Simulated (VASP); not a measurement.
# As in VASP: relaxation of cell and atoms with revPBE+D3(BJ)

Aim: the relaxation of cell and atoms of As with revPBE+D3(BJ).

All numbers are computed with VASP 6.6.1; they aren't measurements. Logs are shortened: lines on timing, memory, paths and dates and some standing lists are left out, and cuts for length are marked.

### Step 1. Starting point

The cell holds a sheet with vacuum, 2 atoms: a = 3.600 Å, b = 3.600 Å, c = 17.400 Å, α = 90.00°, β = 90.00°, γ = 120.00°.

The cell was built by a generator and needn't be a form met in nature.

### Step 2. Relaxation of cell and atoms, revPBE+D3(BJ)

Contents of INCAR:

```
SYSTEM = As
PREC = Accurate
ENCUT = 600
EDIFF = 1E-7
ISMEAR = 0
SIGMA = 0.03
LREAL = .FALSE.
LASPH = .TRUE.
NELM = 120
ALGO = Fast
ISIF = 3
LWAVE = .FALSE.
LCHARG = .FALSE.
GGA = RE
IVDW = 12
IBRION = 2
NSW = 40
EDIFFG = -0.005
LATTICE_CONSTRAINTS = .TRUE. .TRUE. .FALSE.
KPAR = 2
```

Contents of KPOINTS:

```
Automatic mesh
0
G
  12 12 1
  0 0 0
```

Contents of POSCAR:

```
As
1.0
    3.6000000000      0.0000000000      0.0000000000
   -1.8000000000      3.1176914500      0.0000000000
    0.0000000000      0.0000000000     17.4000000000
As
2
Direct
    0.3333330000      0.6666670000      0.4597701100
    0.6666670000      0.3333330000      0.5402298900
```

Potentials or basis: VASP PAW PBE potentials, release 64 (As).

Run with:

```bash
cat potpaw_PBE.64/As/POTCAR > POTCAR
mpirun -np 2 vasp_std > vasp.out
```

OUTCAR:

```text
SYSTEM = As
   PREC = Accurate
   ENCUT = 600
   EDIFF = 1E-7
   ISMEAR = 0
   LREAL = .FALSE.
   LASPH = .TRUE.
   NELM = 120
   ISIF = 3
   GGA = RE
   IVDW = 12
   IBRION = 2
   NSW = 40
   EDIFFG = -0.005
 IVDW          = 12

 ion  position               nearest neighbor table
   1  0.333  0.667  0.460-   2 2.51   2 2.51   2 2.51
   2  0.667  0.333  0.540-   1 2.51   1 2.51   1 2.51

  LATTYP: Found a hexagonal cell.
 ALAT       =     3.6000000000
 C/A-ratio  =     4.8333333333

  Lattice vectors:

 A1 = (   3.6000000000,   0.0000000000,   0.0000000000)
 A2 = (  -1.8000000000,   3.1176914500,   0.0000000000)
 A3 = (   0.0000000000,   0.0000000000,  17.4000000000)

Analysis of symmetry for initial positions (statically):
=====================================================================
 Subroutine PRICEL returns:
 Original cell was already a primitive cell.

 Routine SETGRP: Setting up the symmetry group for a
 hexagonal supercell.

 Subroutine GETGRP returns: Found 12 space group operations
 (whereof 12 operations were pure point group operations)
 out of a pool of 24 trial point group operations.

The static configuration has the point symmetry D_3d.

Analysis of symmetry for dynamics (positions and initial velocities):
=====================================================================
 Subroutine PRICEL returns:
 Original cell was already a primitive cell.

 Routine SETGRP: Setting up the symmetry group for a
 hexagonal supercell.

 Subroutine GETGRP returns: Found 12 space group operations
 (whereof 12 operations were pure point group operations)
 out of a pool of 24 trial point group operations.

The dynamic configuration has the point symmetry D_3d.

 Subroutine INISYM returns: Found 12 space group operations
 (whereof 12 operations are pure point group operations),
 and found     1 'primitive' translations

----------------------------------------------------------------------------------------

                                     Primitive cell

  volume of cell :     195.2922

  direct lattice vectors                    reciprocal lattice vectors
     3.600000000  0.000000000  0.000000000     0.277777778  0.160375075  0.000000000
    -1.800000000  3.117691450  0.000000000     0.000000000  0.320750150  0.000000000
     0.000000000  0.000000000 17.400000000     0.000000000  0.000000000  0.057471264

  length of vectors
     3.600000000  3.599999997 17.400000000     0.320750150  0.320750150  0.057471264

  position of ions in fractional coordinates (direct lattice)
     0.333333000  0.666667000  0.459770110
     0.666667000  0.333333000  0.540229890

  ion indices of the primitive-cell ions
   primitive index   ion index
                 1           1
                 2           2

----------------------------------------------------------------------------------------

 KPOINTS: Automatic mesh

Automatic generation of k-mesh.
 Grid dimensions read from file:
 generate k-points for:   12   12    1

 Generating k-lattice:

  Cartesian coordinates                     Fractional coordinates (reciprocal lattice)
     0.023148148  0.013364590  0.000000000     0.083333333  0.000000000  0.000000000
     0.000000000  0.026729179  0.000000000     0.000000000  0.083333333  0.000000000
     0.000000000  0.000000000  0.057471264     0.000000000  0.000000000  1.000000000

  Length of vectors
     0.026729179  0.026729179  0.057471264

  Shift w.r.t. Gamma in fractional coordinates (k-lattice)
     0.000000000  0.000000000  0.000000000

 Subroutine IBZKPT returns following result:
 ===========================================

 Found     19 irreducible k-points:

 Following reciprocal coordinates:
            Coordinates               Weight
  0.000000  0.000000  0.000000      1.000000
  0.083333  0.000000  0.000000      6.000000
  0.166667  0.000000  0.000000      6.000000
  0.250000 -0.000000  0.000000      6.000000
  0.333333  0.000000  0.000000      6.000000
  0.416667  0.000000  0.000000      6.000000
[... 11 lines left out ...]
  0.333333  0.250000  0.000000     12.000000
  0.333333  0.333333  0.000000      2.000000
   k-points           NKPTS =     19   k-points in BZ     NKDIM =     19   number of bands    NBANDS=      9
   number of dos      NEDOS =    301   number of ions     NIONS =      2
   total plane-waves  NPLWV = 126000
   dimension x,y,z NGX =    30 NGY =   30 NGZ =  140
   dimension x,y,z NGXF=    60 NGYF=   60 NGZF=  280
   ions per type =               2
   NGX,Y,Z   is equivalent  to a cutoff of  13.85, 13.85, 13.38 a.u.
   NGXF,Y,Z  is equivalent  to a cutoff of  27.71, 27.71, 26.75 a.u.
 SYSTEM =  As
   PREC   = accura    normal or accurate (medium, high low for compatibility)
   ISTART =      0    job   : 0-new  1-cont  2-samecut
   ICHARG =      2    charge: 1-file 2-atom 10-const
   ISPIN  =      1    spin polarized calculation?
   LNONCOLLINEAR =      F non collinear calculations
   LSORBIT =      F    spin-orbit coupling
   LASPH  =      T    aspherical Exc in radial PAW
   ENCUT  =  600.0 eV  44.10 Ry    6.64 a.u.   7.19  7.19 34.75*2*pi/ulx,y,z
   NELM   =    120;   NELMIN=  2; NELMDL= -5     # of ELM steps
   EDIFF  = 0.1E-06   stopping-criterion for ELM
   LREAL  =      F    real-space projection
   EDIFFG = -.5E-02   stopping-criterion for IOM
   NSW    =     40    number of steps for IOM
   IBRION =      2    ionic relax: 0-MD 1-quasi-New 2-CG
   NFREE  =      1    steps in history (QN), initial steepest desc. (CG)
   ISIF   =      3    stress and relaxation
   ISYM   =      2    0-nonsym 1-usesym 2-fastsym
   POTIM  = 0.5000    time-step for ionic-motion
   TEBEG  =    0.0;   TEEND  =   0.0 temperature during run
   PSTRESS=    0.0 pullay stress
   NELECT =      10.0000    total number of electrons
   NUPDOWN=      -1.0000    fix difference up-down
   EMIN   =  10.00;   EMAX   =-10.00  energy-range for DOS
   EFERMI =   0.00;   METHOD = LEGACY
   ISMEAR =     0;   SIGMA  =   0.03  broadening in eV -4-tet -1-fermi 0-gaus
   EFERMI_NEDOS =   21; number of points for ismear=-14 and -15
   IALGO  =     68    algorithm
   IMIX   =      4    mixing-type and parameters
     AMIX     =   0.40;   BMIX     =  1.00
     AMIX_MAG =   1.60;   BMIX_MAG =  1.00
  volume/ion in A,a.u.               =      97.65       658.95
  Fermi-wavevector in a.u.,A,eV,Ry     =   0.607920  1.148803  5.028263  0.369567
  Thomas-Fermi vector in A             =   1.662559
   LORBIT       =      0    0 simple, 1 ext, 2 COOP (PROOUT), +10 PAW based schemes
   GGA     = RE    functional components
   LHFCALC =     F    Hartree Fock is set to
   AEXX    =    0.0000 exact exchange contribution
   IVDW    =    12    specifies the selected vdW correction
   LEPSILON=     F    determine dielectric tensor
   LRPA    =     F    only Hartree local field effects (RPA)
 conjugate gradient relaxation of ions
 non-spin polarized calculation
 RMM-DIIS sequential band-by-band and
 Gauss-broadening in eV      SIGMA  =   0.03
  energy-cutoff  :      600.00
  volume of cell :      195.29
 maximum number of plane-waves:      6540
 NGX is ok and might be reduce to    30
   NGX = 15   NGY = 15   NGZ = 69

--------------------------------------- Ionic step        1  -------------------------------------------

 number of electron      10.0000000 magnetization

 number of electron       9.9999999 magnetization

 Free energy of the ion-electron system (eV)
  ---------------------------------------------------
  ext. energy  EPLUGINS =         0.00000000
  ---------------------------------------------------
  free energy    TOTEN  =        -8.83896033 eV

  energy without entropy =       -8.83896033  energy(sigma->0) =       -8.83896033

------------------------ aborting loop because EDIFF is reached ----------------------------------------

 Edisp (eV)   -0.85030

 E8    (eV) :    -0.6106

  FORCE on cell =-STRESS in cart. coord.  units (eV):
  Direction    XX          YY          ZZ          XY          YZ          ZX
  --------------------------------------------------------------------------------------
  -------------------------------------------------------------------------------------
  Total      -0.39741    -0.39741     0.01307     0.00000     0.00000     0.00000
  in kB      -3.26035    -3.26035     0.10720     0.00000     0.00000     0.00000
  external pressure =       -2.14 kB  Pullay stress =        0.00 kB

 VOLUME and BASIS-vectors are now :
 -----------------------------------------------------------------------------
  energy-cutoff  :      600.00
  volume of cell :      195.29
      direct lattice vectors                 reciprocal lattice vectors
     3.600000000  0.000000000  0.000000000     0.277777778  0.160375075  0.000000000
    -1.800000000  3.117691450  0.000000000     0.000000000  0.320750150  0.000000000
     0.000000000  0.000000000 17.400000000     0.000000000  0.000000000  0.057471264

 POSITION                                       TOTAL-FORCE (eV/Angst)
 -----------------------------------------------------------------------------------
     -0.00000      2.07846      8.00000        -0.000000      0.000000     -0.013224
      1.80000      1.03923      9.40000         0.000000      0.000000      0.013224
 -----------------------------------------------------------------------------------
    total drift:                                0.000000      0.000000      0.000000
[... 105 lines left out ...]
 VOLUME and BASIS-vectors are now :
 -----------------------------------------------------------------------------
  energy-cutoff  :      600.00
  volume of cell :      191.66
      direct lattice vectors                 reciprocal lattice vectors
     3.566349277 -0.000000000  0.000000000     0.280398784  0.161888314  0.000000000
    -1.783174639  3.088549069  0.000000000     0.000000000  0.323776627  0.000000000
     0.000000000  0.000000000 17.400000000     0.000000000  0.000000000  0.057471264

 POSITION                                       TOTAL-FORCE (eV/Angst)
 -----------------------------------------------------------------------------------
     -0.00000      2.05903      7.99439        -0.000000      0.000000      0.013416
      1.78318      1.02952      9.40561         0.000000      0.000000     -0.013416
 -----------------------------------------------------------------------------------
    total drift:                                0.000000     -0.000000      0.000000

  FREE ENERGIE OF THE ION-ELECTRON SYSTEM (eV)
  ---------------------------------------------------
  free  energy   TOTEN  =        -9.6930189894 eV

  energy  without entropy=       -9.6930189894  energy(sigma->0) =       -9.69301899

--------------------------------------- Ionic step        5  -------------------------------------------

 number of electron      10.0000000 magnetization

 Free energy of the ion-electron system (eV)
  ---------------------------------------------------
  ext. energy  EPLUGINS =         0.00000000
  ---------------------------------------------------
  free energy    TOTEN  =        -8.82690070 eV

  energy without entropy =       -8.82690070  energy(sigma->0) =       -8.82690070

 E-fermi :  -2.7790     XC(G=0):  -3.0349

 val. band max:       -2.9271961184   @ k =   0.0000   0.0000   0.0000
 cond. band min:      -1.3879520138   @ k =   0.3333   0.0000   0.0000
 fundamental gap:      1.5392441045
 Fermi energy:        -2.7790337321

 k-point     1 :       0.0000    0.0000    0.0000
  band No.  band energies     occupation
      1     -16.6200      2.00000
      2     -10.2773      2.00000
      3      -3.7008      2.00000
      4      -2.9272      2.00000
      5      -2.9272      2.00000
      6      -0.8340      0.00000
      7       0.5590      0.00000
      8       0.5591      0.00000
      9       1.7137      0.00000

 k-point     2 :       0.0833    0.0000    0.0000
  band No.  band energies     occupation
      1     -16.5252      2.00000
      2     -10.2566      2.00000
      3      -3.8370      2.00000
      4      -3.6530      2.00000
      5      -3.1431      2.00000
      6      -0.2596      0.00000
      7       0.4734      0.00000
      8       0.7732      0.00000
      9       1.8591      0.00000

 k-point     3 :       0.1667    0.0000    0.0000
  band No.  band energies     occupation
      1     -16.2434      2.00000
      2     -10.2407      2.00000
      3      -5.2131      2.00000
      4      -3.6190      2.00000
      5      -3.5466      2.00000
      6      -0.6783      0.00000
      7       1.1829      0.00000
      8       1.1849      0.00000
      9       2.1753      0.00000
[... 207 lines left out ...]
 VOLUME and BASIS-vectors are now :
 -----------------------------------------------------------------------------
  energy-cutoff  :      600.00
  volume of cell :      191.71
      direct lattice vectors                 reciprocal lattice vectors
     3.566850253 -0.000000000  0.000000000     0.280359401  0.161865576  0.000000000
    -1.783425127  3.088982927  0.000000000     0.000000000  0.323731152  0.000000000
     0.000000000  0.000000000 17.400000000     0.000000000  0.000000000  0.057471264

 POSITION                                       TOTAL-FORCE (eV/Angst)
 -----------------------------------------------------------------------------------
     -0.00000      2.05932      7.99500        -0.000000      0.000000     -0.001289
      1.78343      1.02966      9.40500         0.000000      0.000000      0.001289
 -----------------------------------------------------------------------------------
    total drift:                               -0.000000      0.000000      0.000000

  FREE ENERGIE OF THE ION-ELECTRON SYSTEM (eV)
  ---------------------------------------------------
  free  energy   TOTEN  =        -9.6930287709 eV

  energy  without entropy=       -9.6930287709  energy(sigma->0) =       -9.69302877

 reached required accuracy - stopping structural energy minimisation
```

Wall time 2.1 min (2 MPI ranks of AMD EPYC 7R13 (Zen 3), shared host); peak memory 0.35 GiB.

Results:

```
Free energy                            : -9.6930 eV
Relaxed volume                         : 95.86 Å³/atom
Relaxed cell                           : a = 3.567 Å, b = 3.567 Å, c = 17.400 Å, α = 90.00°, β = 90.00°, γ = 120.00°
Space group after relaxing (to 0.05 Å) : P-3m1 (No. 164)
Energy gained by relaxing              : 1.9 meV/atom
Ionic steps                            : 5
Band gap on the k mesh                 : 1.54 eV, indirect (least direct gap 2.09 eV)
Dispersion energy per atom             : -0.433 eV
```

The path:
```
step  energy change (eV)  largest force (eV/Å)  pressure (GPa)  volume (Å³)
   1              0.0000                0.0132           -0.21       195.29
   2             -0.0032                0.1224            0.09       191.57
   3             -0.0033                0.1062            0.04       192.10
   4             -0.0038                0.0134           -0.01       191.66
   5             -0.0038                0.0013            0.00       191.71
```

Final structure:
```
As
1.0
     3.56685    0.00000    0.00000
    -1.78343    3.08898    0.00000
     0.00000    0.00000   17.40000
As
2
Cartesian
  0.0000 2.0593 7.9950
  1.7834 1.0297 9.4050
```

Caveat: the PAW data sets were made with another functional, which shifts forces and pressure a little. As with any semilocal functional, this revPBE gap is likely too small.
